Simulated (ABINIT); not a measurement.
# AlN (Fm-3m) in ABINIT: single point with HSE06

Aim: the single point of AlN with HSE06.

All numbers are computed with ABINIT 10.8.3 (patched build); they aren't measurements. Logs are shortened: lines on timing, memory, paths and dates and some standing lists are left out, and cuts for length are marked. The log counts tension as positive stress, the text compression.

### 1 The crystal as given

It takes space group Fm-3m (No. 225, cubic). Conventional cell: a = 4.069 Å, b = 4.069 Å, c = 4.069 Å, α = 90.00°, β = 90.00°, γ = 90.00°. Al (site symmetry m-3m) is surrounded by 6 N at 2.03 Å. Around N (site symmetry m-3m) lie 6 Al at 2.03 Å.

Measurements of this composition are mostly on another form, of space group No. 186.

### 2 Single point, HSE06

run.abi

```
pp_dirpath "./"
pseudos "Al.upf, N.upf"

acell 3*1.0 Angstrom
rprim
     0.0000000000     2.0345180000     2.0345180000
     2.0345180000     0.0000000000     2.0345180000
     2.0345180000     2.0345180000     0.0000000000
ntypat 2
znucl 13 7
natom 2
typat 1 2
xred
     0.5000000000     0.5000000000     0.5000000000
     0.0000000000     0.0000000000     0.0000000000

ecut 35.0

kptopt 1
ngkpt 8 8 8
nshiftk 1
shiftk 0.0 0.0 0.0

ixc -428

nband 6
occopt 1

nstep 60
diemac 6.0
toldfe 1.0e-7

iomode 3
prtwf 0
prteig 0
prtebands 0
enunit 1
prtden 1
prtvha 1
prtvclmb 1
prtpot 1
prtelf 1
```

Potentials or basis: PseudoDojo NC SR PBE v0.4.1 standard.

Launch:

```
> mpirun --bind-to none -np 8 abinit run.abi > log 2>&1
```

run.abo:

```text
.Version 10.8.3 of ABINIT
 Symmetries : space group Fm -3 m (#225); Bravais cF (face-center cubic)
================================================================================
 Values of the parameters that define the memory need of the present run
     intxc =       0    ionmov =       0      iscf =       7    lmnmax =       6
     lnmax =       6     mgfft =      30  mpssoang =       3    mqgrid =    3001
     natom =       2  nloc_mem =       1    nspden =       1   nspinor =       1
    nsppol =       1      nsym =      48    n1xccc =    2501    ntypat =       2
    occopt =       1   xclevel =       2
       mpw =        1158          nfft =       27000          nkpt =          29
================================================================================
================================================================================

--------------------------------------------------------------------------------
------------- Echo of variables that govern the present computation ------------
--------------------------------------------------------------------------------
 -outvars: echo values of preprocessed input variables --------
            acell      1.8897261259E+00  1.8897261259E+00  1.8897261259E+00 Bohr
              amu      2.69815390E+01  1.40067400E+01
           diemac      6.00000000E+00
             ecut      3.50000000E+01 Hartree
           enunit           1
              ixc        -428
                       outvar_i_n : Printing only first  50 k-points.
         kptrlatt        8    0    0      0    8    0      0    0    8
          kptrlen      4.34976094E+01
            natom           2
            nband           6
          nbandhf           4
            ngfft          30      30      30
             nkpt          29
           nkpthf         512
            nstep          60
             nsym          48
           ntypat           2
        prtebands           0
           prteig           0
           prtelf           1
           prtpot           1
         prtvclmb           1
           prtvha           1
            prtwf           0
            rprim      0.0000000000E+00  2.0345180000E+00  2.0345180000E+00
                       2.0345180000E+00  0.0000000000E+00  2.0345180000E+00
                       2.0345180000E+00  2.0345180000E+00  0.0000000000E+00
          spgroup         225
           toldfe      1.00000000E-07 Hartree
            typat      1  2
          usefock           1
           xangst      2.0345180000E+00  2.0345180000E+00  2.0345180000E+00
                       0.0000000000E+00  0.0000000000E+00  0.0000000000E+00
            xcart      3.8446818182E+00  3.8446818182E+00  3.8446818182E+00
                       0.0000000000E+00  0.0000000000E+00  0.0000000000E+00
             xred      5.0000000000E-01  5.0000000000E-01  5.0000000000E-01
                       0.0000000000E+00  0.0000000000E+00  0.0000000000E+00
            znucl       13.00000    7.00000

================================================================================

 chkinp: Checking input parameters for consistency.

================================================================================
== DATASET  1 ==================================================================

--- !DatasetInfo
iteration_state: {dtset: 1, }
dimensions: {natom: 2, nkpt: 29, mband: 6, nsppol: 1, nspinor: 1, nspden: 1, mpw: 1158, }
cutoff_energies: {ecut:  35.0, pawecutdg:  -1.0, }
electrons: {nelect:   8.00000000E+00, charge:   0.00000000E+00, occopt:   1.00000000E+00, tsmear:   1.00000000E-02, }
meta: {optdriver: 0, ionmov: 0, optcell: 0, iscf: 7, paral_kgb: 0, }
...

 Real(R)+Recip(G) space primitive vectors, cartesian coordinates (Bohr,Bohr^-1):
 R(1)=  0.0000000  3.8446818  3.8446818  G(1)= -0.1300498  0.1300498  0.1300498
 R(2)=  3.8446818  0.0000000  3.8446818  G(2)=  0.1300498 -0.1300498  0.1300498
 R(3)=  3.8446818  3.8446818  0.0000000  G(3)=  0.1300498  0.1300498 -0.1300498
 Unit cell volume ucvol=  1.1366093E+02 bohr^3
 Angles (23,13,12)=  6.00000000E+01  6.00000000E+01  6.00000000E+01 degrees

 getcut: wavevector=  0.0000  0.0000  0.0000  ngfft=  30  30  30
         ecut(hartree)=     35.000   => boxcut(ratio)=   2.07410

--- Pseudopotential description ------------------------------------------------
- pspini: atom type   1  psp file is ./Al.upf
12 -101130 2 -1 1876                          pspcod,pspxc,lmax,lloc,mmax
     nproj     2     2     2

- pspini: atom type   2  psp file is ./N.upf
12 -101130 1 -1 1058                          pspcod,pspxc,lmax,lloc,mmax
     nproj     2     2     0

   7.43294732E+01                                ecore*ucvol(ha*bohr**3)
--------------------------------------------------------------------------------

================================================================================

--- !BeginCycle
iteration_state: {dtset: 1, }
solver: {iscf: 7, nstep: 60, nline: 4, wfoptalg: 0, }
tolerances: {toldfe: 1.00E-07, }
...

     iter   Etot(hartree)      deltaE(h)  residm     vres2
 ETOT  1  -12.025923883037    -1.203E+01 5.588E-02 2.157E+02
 ETOT  2  -12.765836252783    -7.399E-01 1.223E-03 3.068E+01
 ETOT  3  -12.779012427153    -1.318E-02 1.167E-02 2.226E-01
 ETOT  4  -12.779528341520    -5.159E-04 3.305E-03 3.591E-01
 ETOT  5  -12.779624836203    -9.649E-05 1.005E-03 3.066E-03
 ETOT  6  -12.779633301959    -8.466E-06 1.024E-03 1.670E-03
 ETOT  7  -12.779633719428    -4.175E-07 8.924E-04 2.169E-05
 ETOT  8  -12.779633764455    -4.503E-08 4.688E-04 3.811E-06
 ETOT  9  -12.779633777587    -1.313E-08 4.430E-04 2.617E-06

 At SCF step    9, etot is converged :
  for the second time, diff in etot=  1.313E-08 < toldfe=  1.000E-07

 Compute ELF
--------------------------------------------------------------------------------

 Compute kinetic energy density

 Compute gradient of the electron density
 Electron Localization Function (ELF) [min:0;max:1]
)     Maximum=    8.4887E-01  at reduced coord.    0.1667    0.8333    0.8333
)     Minimum=    1.1276E-06  at reduced coord.    0.5000    0.5000    0.5000
   Integrated=    4.5690E+01

--------------------------------------------------------------------------------
 End of ELF section

 Cartesian components of stress tensor (hartree/bohr^3)
  sigma(1 1)=  2.42649723E-04  sigma(3 2)=  0.00000000E+00
  sigma(2 2)=  2.42649723E-04  sigma(3 1)=  0.00000000E+00
  sigma(3 3)=  2.42649723E-04  sigma(2 1)=  0.00000000E+00

--- !ResultsGS
iteration_state: {dtset: 1, }
comment   : Summary of ground state results
lattice_vectors:
- [  0.0000000,   3.8446818,   3.8446818, ]
- [  3.8446818,   0.0000000,   3.8446818, ]
- [  3.8446818,   3.8446818,   0.0000000, ]
lattice_lengths: [   5.43720,    5.43720,    5.43720, ]
lattice_angles: [ 60.000,  60.000,  60.000, ] # degrees, (23, 13, 12)
lattice_volume:   1.1366093E+02
convergence: {deltae: -1.313E-08, res2:  2.617E-06, residm:  4.430E-04, diffor: null, }
etotal    :  -1.27796338E+01
entropy   :   0.00000000E+00
fermie    :   2.90818318E-01
cartesian_stress_tensor: # hartree/bohr^3
- [  2.42649723E-04,   0.00000000E+00,   0.00000000E+00, ]
- [  0.00000000E+00,   2.42649723E-04,   0.00000000E+00, ]
- [  0.00000000E+00,   0.00000000E+00,   2.42649723E-04, ]
pressure_GPa:  -7.1390E+00
xred      :
- [  5.0000E-01,   5.0000E-01,   5.0000E-01, Al]
- [  0.0000E+00,   0.0000E+00,   0.0000E+00,  N]
cartesian_forces: # hartree/bohr
- [ -0.00000000E+00,  -0.00000000E+00,  -0.00000000E+00, ]
- [ -0.00000000E+00,  -0.00000000E+00,  -0.00000000E+00, ]
force_length_stats: {min:   0.00000000E+00, max:   0.00000000E+00, mean:   0.00000000E+00, }
...

 Integrated electronic density in atomic spheres:
 ------------------------------------------------
 Atom  Sphere_radius  Integrated_density
    1        2.00000          0.99042069
    2        2.00000          5.43479690
================================================================================

 ----iterations are completed or convergence reached----

 Mean square residual over all n,k,spin=   31.984E-07; max=  44.305E-05
 reduced coordinates (array xred) for    2 atoms
       0.500000000000      0.500000000000      0.500000000000
       0.000000000000      0.000000000000      0.000000000000
 rms dE/dt=  0.0000E+00; max dE/dt=  0.0000E+00; dE/dt below (all hartree)
    1       0.000000000000      0.000000000000      0.000000000000
    2       0.000000000000      0.000000000000      0.000000000000

 cartesian coordinates (angstrom) at end:
    1      2.03451800000000     2.03451800000000     2.03451800000000
    2      0.00000000000000     0.00000000000000     0.00000000000000

 cartesian forces (hartree/bohr) at end:
    1     -0.00000000000000    -0.00000000000000    -0.00000000000000
    2     -0.00000000000000    -0.00000000000000    -0.00000000000000
 frms,max,avg= 0.0000000E+00 0.0000000E+00   0.000E+00  0.000E+00  0.000E+00 h/b

 cartesian forces (eV/Angstrom) at end:
    1     -0.00000000000000    -0.00000000000000    -0.00000000000000
    2     -0.00000000000000    -0.00000000000000    -0.00000000000000
 frms,max,avg= 0.0000000E+00 0.0000000E+00   0.000E+00  0.000E+00  0.000E+00 e/A
 length scales=  1.889726125908  1.889726125908  1.889726125908 bohr
              =  1.000000000000  1.000000000000  1.000000000000 angstroms
 Fermi (or HOMO) energy (eV) =   7.91357   Average Vxc (eV)=  -9.85067
 Eigenvalues (   eV  ) for nkpt=  29  k points:
 kpt#   1, nband=  6, wtk=  0.00195, kpt=  0.0000  0.0000  0.0000 (reduced coord)
 -11.10850    7.91357    7.91357    7.91357   14.80004   21.65982
 prteigrs : prtvol=0 or 1, do not print more k-points.

--- !EnergyTerms
iteration_state     : {dtset: 1, }
comment             : Components of total free energy in Hartree
kinetic             :  8.25933879239150E+00
hartree             :  2.28964668580793E+00
xc                  : -3.61311600352952E+00
Ewald energy        : -1.22622173941124E+01
psp_core            :  6.53957985533710E-01
local_psp           : -6.71953365963865E+00
non_local_psp+x     : -1.38771018403972E+00
total_energy        : -1.27796337775871E+01
...

--- !EnergyTermsDC
iteration_state     : {dtset: 1, }
comment             : '"Double-counting" decomposition of free energy'
band_energy         :  3.04258841183648E-01
Ewald energy        : -1.22622173941124E+01
psp_core            :  6.53957985533710E-01
xc_dc               : -1.47555675535020E+00
total_energy_dc     : -1.27795573227452E+01
...

 Cartesian components of stress tensor (hartree/bohr^3)
  sigma(1 1)=  2.42649723E-04  sigma(3 2)=  0.00000000E+00
  sigma(2 2)=  2.42649723E-04  sigma(3 1)=  0.00000000E+00
  sigma(3 3)=  2.42649723E-04  sigma(2 1)=  0.00000000E+00

-Cartesian components of stress tensor (GPa)         [Pressure= -7.1390E+00 GPa]
- sigma(1 1)=  7.13900133E+00  sigma(3 2)=  0.00000000E+00
- sigma(2 2)=  7.13900133E+00  sigma(3 1)=  0.00000000E+00
- sigma(3 3)=  7.13900133E+00  sigma(2 1)=  0.00000000E+00

== END DATASET(S) ==============================================================
================================================================================

 -outvars: echo values of variables after computation  --------
            acell      1.8897261259E+00  1.8897261259E+00  1.8897261259E+00 Bohr
           etotal     -1.2779633778E+01
            fcart     -0.0000000000E+00 -0.0000000000E+00 -0.0000000000E+00
                      -0.0000000000E+00 -0.0000000000E+00 -0.0000000000E+00
            rprim      0.0000000000E+00  2.0345180000E+00  2.0345180000E+00
                       2.0345180000E+00  0.0000000000E+00  2.0345180000E+00
                       2.0345180000E+00  2.0345180000E+00  0.0000000000E+00
           strten      2.4264972333E-04  2.4264972333E-04  2.4264972333E-04
                       0.0000000000E+00  0.0000000000E+00  0.0000000000E+00
           xangst      2.0345180000E+00  2.0345180000E+00  2.0345180000E+00
                       0.0000000000E+00  0.0000000000E+00  0.0000000000E+00
             xred      5.0000000000E-01  5.0000000000E-01  5.0000000000E-01
                       0.0000000000E+00  0.0000000000E+00  0.0000000000E+00
 Calculation completed.
```

Run time: 17 min. Hardware: 8 MPI ranks of Arm Neoverse V2, shared host; peak memory 0.96 GiB.

Results:

| Item | Value |
| --- | --- |
| Free energy | -347.7516 eV |
| Pressure | -7.1 GPa |
| Band gap on the k mesh | 5.82 eV, indirect (least direct gap 6.89 eV) |
| Valence electrons inside the program's atomic spheres | Al 0.99; N 5.43 |

Caveat: Libxc's HSE differs a little from that of other programs; the potentials were made for another functional, which shifts forces and pressure. A k mesh can miss the band edges.
